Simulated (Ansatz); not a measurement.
# Sensitivity of the gradients in FeS₂ to the input

Cell: a refined structure from the COD.

Space group Pa-3 (No. 205); a = 5.4179 Å.

| site | Wyckoff | site symmetry | x | y | z |
| --- | --- | --- | --- | --- | --- |
| Fe | 4a | .-3. | 0.0000 | 0.0000 | 0.0000 |
| S | 8c | .3. | 0.3840 | 0.3840 | 0.3840 |

One atom of each set is listed.

Reference run. Computed with Ansatz: DFT, PBE, plane waves and PAW, scalar-relativistic, collinear spin, 420 eV cutoff, Γ-centred 8×8×8 k-points, Fermi–Dirac smearing 0.05 eV. Start moments as typed (μB): 3 on each Fe, none on the rest.

Q: The input is changed as follows: `scf.initial_density.chi_scale`: not typed → 0.1. What happens to V_zz (10²¹ V/m²) and η?

A: 

| site | V_zz reference | η reference | V_zz changed | η changed |
| --- | --- | --- | --- | --- |
| Fe | -3.81 | 0.00 | -3.81 | 0.00 |
| S | 14.46 | 0.00 | 14.46 | 0.00 |

All printed values agree. Mixing, solver and start steer the path to self-consistency, not the state that is reached here. SCF iterations: 12 and 12.

On the reference run: With these PAW files V_zz is typically within 2 to 3 % of all-electron values, but misses above 10 % occur on Fe. The start moments die out, and the run ends without spin.
